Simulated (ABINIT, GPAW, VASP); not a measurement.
One calculation of Fe, 3 ways

```xyz
1
Lattice="-1.4430 1.4430 1.4430 1.4430 -1.4430 1.4430 1.4430 1.4430 -1.4430" Properties=species:S:1:pos:R:3 pbc="T T T"
Fe    0.0000    0.0000    0.0000
```

Alike in all runs: task band structure; functional RPBE; k mesh 13 × 13 × 13; occupations fermi-dirac, width 0.05 eV; collinear spin, ferromagnetic start; no spin-orbit coupling. Pressure is positive in compression and, in plane waves, holds the error of the finite cutoff.

```tsv
program and potentials	plane-wave cutoff (eV)	notes	pressure (GPa)	net moment per atom (μB)
ABINIT, JTH PAW PBE v2.0	707	potentials made for PBE; 16 valence electrons an atom on average	-4.44	2.31
VASP, PBE PAW files Fe, 520 eV	520	potentials made for PBE; 8 valence electrons an atom on average	-2.85	2.34
GPAW, the program's PAW data sets (release 1.2.1) made for this functional	600	8 valence electrons an atom on average	-1.35	2.30
```

The pressure spans -4.44 (ABINIT, JTH PAW PBE v2.0) to -1.35 GPa (GPAW, the program's PAW data sets (release 1.2.1) made for this functional). The net moment per atom spans 2.30 (GPAW, the program's PAW data sets (release 1.2.1) made for this functional) to 2.34 μB (VASP, PBE PAW files Fe, 520 eV). The state is the one that the start led to, which needn't be the lowest.

Differences between rows come from potentials, basis sets and numerical settings, since the functional is the same but for its coding. Runs on potential files found faulty are left out.

All three calculations give bcc iron a robust ferromagnetic moment, between 2.30 and 2.34 μB per atom. Exchange splitting of the narrow 3d bands moves electrons from the minority to the majority channel. The non-integer value is that of an itinerant magnet, in which d states of both spins cross the Fermi level and hybridise with the s and p states. The moment lies slightly above the measured one, probably because gradient-corrected exchange favours spin polarisation and the cell is somewhat expanded, which narrows the d bands.

The negative pressures agree in sign and suggest that the lattice would contract if relaxed. Their size is much less certain than the moment, with a spread comparable to the pressure itself, and the two quantities don't follow each other: the run with the most negative pressure has the middle moment. The differences in moment therefore can't be read as a magnetovolume effect, all the more since the geometry is the same throughout. A single volume also fixes neither the equilibrium lattice constant nor the compressibility.
